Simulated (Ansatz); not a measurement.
# Ge: symmetry broken, then relaxed

Computed with Ansatz 0.2.0, DFT r2SCAN, scalar-relativistic, plane waves, PAW. The runs took a 500 eV cutoff, a Γ-centred 4×4×4 mesh and Gaussian smearing (0.05 eV). No spin polarisation. Energies are free energies at this smearing, counted from the undisturbed cell; pressure is positive in compression.

Reference structure (relaxed at this level; this form isn't the usual structure):

```
Ge
1.0
     5.94844    0.00000    0.00000
     0.00000    5.94844    0.00000
     0.00000    0.00000    7.08884
Ge
12
Direct
  0.08449 0.08449 0.00000
  0.41551 0.58449 0.75000
  0.91551 0.91551 0.50000
  0.58449 0.41551 0.25000
  0.16926 0.37279 0.24432
  0.12721 0.66926 0.99432
  0.83074 0.62721 0.74432
  0.87279 0.33074 0.49432
  0.66926 0.12721 0.00568
  0.62721 0.83074 0.25568
  0.33074 0.87279 0.50568
  0.37279 0.16926 0.75568
```

The atoms are displaced (Å, in the unstrained cell):

| atom | ux | uy | uz |
| --- | --- | --- | --- |
| Ge1 | -0.119 | -0.025 | 0.000 |
| Ge2 | -0.069 | 0.111 | -0.090 |
| Ge3 | 0.077 | -0.093 | 0.080 |
| Ge4 | 0.005 | 0.240 | -0.033 |
| Ge5 | 0.129 | -0.166 | 0.068 |
| Ge6 | -0.059 | 0.056 | 0.035 |
| Ge7 | -0.121 | 0.070 | -0.022 |
| Ge8 | -0.102 | 0.080 | 0.189 |
| Ge9 | -0.036 | -0.272 | -0.241 |
| Ge10 | 0.079 | 0.074 | -0.050 |
| Ge11 | 0.096 | -0.081 | 0.101 |
| Ge12 | 0.120 | 0.006 | -0.038 |

The cell is strained by (0.0559, -0.0498, 0.0260, 0.2231, -0.0044, 0.1569) (xx, yy, zz, yz, xz, xy; engineering shear). Cell and atoms are then relaxed.

Task: Does the relaxation return to the undisturbed structure?

Result: Yes (up to a choice of domain or origin): same space group and volume, and an energy -0.1 meV/atom from it. The disturbance itself cost 633.6 meV/atom. The final space group reads P4_32_12 (tolerance 0.05 Å) and the volume changes by 0.15 %.

Final structure:

```
CELL_PARAMETERS angstrom
5.94841 0.00144 -0.00042
0.00135 5.94722 0.00236
-0.00039 0.00148 7.10083
ATOMIC_POSITIONS crystal
Ge 0.08459 0.08461 0.00004
Ge 0.41549 0.58460 0.75003
Ge 0.91541 0.91530 0.49998
Ge 0.58456 0.41549 0.24997
Ge 0.16881 0.37224 0.24362
Ge 0.12768 0.66875 0.99353
Ge 0.83128 0.62749 0.74357
Ge 0.87230 0.33112 0.49357
Ge 0.66877 0.12781 0.00640
Ge 0.62764 0.83131 0.25645
Ge 0.33125 0.87244 0.50644
Ge 0.37223 0.16884 0.75640
```

The relaxation, step by step (energy from the first step; small jumps at an unchanged geometry come where the plane waves are selected anew for the new cell):

```
step  ΔE (meV/atom) largest force component (eV/Å) pressure (GPa)
   1            0.0                           9.559            8.81
   2         -428.6                           1.136            1.63
   3         -553.0                           0.898            0.46
   4         -619.2                           0.467            0.67
   5         -632.7                           0.047            0.57
   6         -633.2                           0.016            0.15
   7         -633.3                           0.003           -0.02
   8         -633.7                           0.003           -0.01
```

Frames along the relaxation (Å, eV/Å):

```xyz
12
Lattice="6.281 0.467 -0.013 0.467 5.652 0.663 -0.015 0.791 7.273" Properties=species:S:1:pos:R:3:forces:R:3 pbc="T T T" step=1
Ge    0.443    0.484    0.053    0.591    2.519    0.192
Ge    2.807    4.181    5.757    1.678   -8.169    9.559
Ge    6.243    5.923    4.304    0.789    2.015   -2.667
Ge    3.886    3.044    2.080   -0.482   -1.997   -0.246
Ge    1.356    2.240    2.073   -0.495   -0.863    1.056
Ge    1.037    4.681    7.717   -0.162   -1.549   -1.795
Ge    5.377    4.576    5.804   -0.638   -2.005    2.853
Ge    5.527    2.757    4.007    0.364   -0.581   -0.961
Ge    4.204    0.748   -0.160    1.806    1.720   -0.573
Ge    4.413    5.262    2.359    0.158    0.197    3.272
Ge    2.572    5.429    4.347   -1.676    8.690   -9.553
Ge    2.536    1.739    5.565   -1.932    0.024   -1.135
12
Lattice="6.145 0.374 -0.029 0.364 5.746 0.467 -0.028 0.559 7.215" Properties=species:S:1:pos:R:3:forces:R:3 pbc="T T T" step=2
Ge    0.514    0.551    0.039    0.491    0.778   -0.040
Ge    2.712    3.957    5.696    0.354   -0.800    1.136
Ge    5.996    5.820    4.006   -0.082    0.489   -0.472
Ge    3.732    2.887    1.949   -0.155   -1.059   -0.263
Ge    1.199    2.206    2.009   -0.254   -0.005    0.112
Ge    0.925    4.459    7.474    0.104   -0.693   -0.466
Ge    5.244    4.324    5.695    0.057   -0.543    0.508
Ge    5.414    2.541    3.798    0.076   -0.332   -0.529
Ge    4.146    0.779   -0.125    0.726    1.080    0.529
Ge    4.250    5.221    2.268   -0.118    0.034    0.895
Ge    2.394    5.503    4.018   -0.187    1.119   -0.962
Ge    2.370    1.542    5.479   -1.011   -0.066   -0.447
12
Lattice="6.025 0.264 -0.021 0.250 5.832 0.280 -0.016 0.336 7.164" Properties=species:S:1:pos:R:3:forces:R:3 pbc="T T T" step=3
Ge    0.546    0.554    0.017    0.110    0.104    0.036
Ge    2.619    3.795    5.542    0.217   -0.127    0.287
Ge    5.754    5.696    3.808    0.165    0.130    0.232
Ge    3.623    2.739    1.830   -0.138   -0.639   -0.185
Ge    1.100    2.192    1.921    0.161    0.183   -0.257
Ge    0.868    4.249    7.295    0.279   -0.185    0.021
Ge    5.126    4.095    5.560   -0.102   -0.205   -0.322
Ge    5.285    2.323    3.660   -0.098   -0.100   -0.171
Ge    4.056    0.806   -0.056    0.354    0.898    0.766
Ge    4.060    5.154    2.122   -0.302   -0.166   -0.118
Ge    2.247    5.450    3.837   -0.212    0.195   -0.066
Ge    2.276    1.373    5.419   -0.433   -0.088   -0.223
12
Lattice="5.967 0.106 -0.011 0.100 5.892 0.098 -0.008 0.119 7.078" Properties=species:S:1:pos:R:3:forces:R:3 pbc="T T T" step=4
Ge    0.538    0.532   -0.002   -0.240   -0.257    0.072
Ge    2.527    3.595    5.377    0.046    0.127   -0.125
Ge    5.560    5.512    3.610    0.217   -0.027    0.393
Ge    3.535    2.551    1.735   -0.198    0.260    0.326
Ge    1.039    2.178    1.806    0.225    0.175   -0.176
Ge    0.794    4.033    7.093    0.159    0.239    0.198
Ge    5.004    3.833    5.367   -0.050   -0.005   -0.455
Ge    5.196    2.074    3.522   -0.037    0.092    0.097
Ge    3.993    0.838    0.021    0.294   -0.087    0.015
Ge    3.870    5.034    1.931   -0.262   -0.268   -0.467
Ge    2.086    5.310    3.645   -0.164   -0.196    0.186
Ge    2.215    1.159    5.342    0.012   -0.053   -0.065
12
Lattice="5.934 0.012 -0.002 0.011 5.926 0.011 -0.002 0.014 7.070" Properties=species:S:1:pos:R:3:forces:R:3 pbc="T T T" step=5
Ge    0.508    0.507    0.006   -0.017   -0.005   -0.003
Ge    2.467    3.485    5.308    0.019   -0.003    0.007
Ge    5.440    5.435    3.547   -0.007   -0.021   -0.005
Ge    3.476    2.473    1.766    0.010   -0.018    0.004
Ge    1.010    2.205    1.746   -0.020    0.007   -0.023
Ge    0.768    3.978    7.046   -0.017    0.005   -0.019
Ge    4.937    3.733    5.278   -0.005    0.007   -0.016
Ge    5.171    1.972    3.505    0.020    0.025   -0.019
Ge    3.972    0.773    0.025    0.006   -0.014    0.047
Ge    3.743    4.939    1.809   -0.029    0.016    0.006
Ge    1.974    5.184    3.575    0.002    0.005    0.009
Ge    2.197    1.021    5.334    0.038   -0.004    0.012
12
Lattice="5.947 0.000 0.000 0.000 5.945 0.001 0.000 0.001 7.078" Properties=species:S:1:pos:R:3:forces:R:3 pbc="T T T" step=6
Ge    0.506    0.506    0.000    0.004    0.000    0.004
Ge    2.468    3.480    5.310   -0.001   -0.001   -0.001
Ge    5.441    5.438    3.539   -0.001    0.003    0.001
Ge    3.480    2.467    1.769    0.001    0.000    0.001
Ge    1.008    2.214    1.733   -0.008   -0.007   -0.016
Ge    0.757    3.980    7.040    0.007   -0.001   -0.006
Ge    4.940    3.730    5.271    0.006    0.007   -0.010
Ge    5.188    1.965    3.502   -0.006    0.008   -0.014
Ge    3.981    0.759    0.037   -0.006    0.005    0.014
Ge    3.731    4.940    1.809    0.006   -0.004    0.007
Ge    1.967    5.188    3.578    0.004   -0.005    0.006
Ge    2.214    1.009    5.347   -0.006   -0.006    0.013
12
Lattice="5.948 0.001 0.000 0.001 5.947 0.002 0.000 0.001 7.101" Properties=species:S:1:pos:R:3:forces:R:3 pbc="T T T" step=7
Ge    0.503    0.503    0.000    0.000    0.001    0.000
Ge    2.472    3.478    5.327    0.000    0.000    0.001
Ge    5.446    5.446    3.552    0.000    0.000    0.000
Ge    3.478    2.472    1.776    0.000   -0.001    0.000
Ge    1.005    2.214    1.731   -0.002    0.000   -0.003
Ge    0.760    3.979    7.056    0.000   -0.002   -0.002
Ge    4.945    3.734    5.281    0.001    0.000   -0.002
Ge    5.189    1.971    3.505    0.001    0.003   -0.002
Ge    3.978    0.761    0.045   -0.001   -0.001    0.003
Ge    3.734    4.945    1.823    0.000    0.001    0.002
Ge    1.971    5.190    3.598    0.000    0.001    0.001
Ge    2.214    1.006    5.371    0.001   -0.002    0.003
12
Lattice="5.948 0.001 0.000 0.001 5.947 0.002 0.000 0.001 7.101" Properties=species:S:1:pos:R:3:forces:R:3 pbc="T T T" step=8
Ge    0.503    0.503    0.000    0.000    0.001    0.000
Ge    2.472    3.478    5.327   -0.001    0.001    0.000
Ge    5.446    5.446    3.552    0.000    0.000    0.000
Ge    3.478    2.472    1.776    0.000   -0.001    0.000
Ge    1.005    2.214    1.731   -0.003    0.001   -0.003
Ge    0.760    3.979    7.056    0.000   -0.003   -0.002
Ge    4.945    3.734    5.281    0.001    0.000   -0.002
Ge    5.189    1.971    3.505    0.001    0.002   -0.002
Ge    3.978    0.761    0.045   -0.001   -0.001    0.003
Ge    3.734    4.945    1.823    0.000    0.002    0.002
Ge    1.971    5.190    3.598    0.000    0.001    0.001
Ge    2.214    1.006    5.371    0.001   -0.002    0.003
```

Cost: 3 runs of about 23 core-minutes in all, on Oxide Virtual Turin-like Processor (Zen 5) (shared hosts).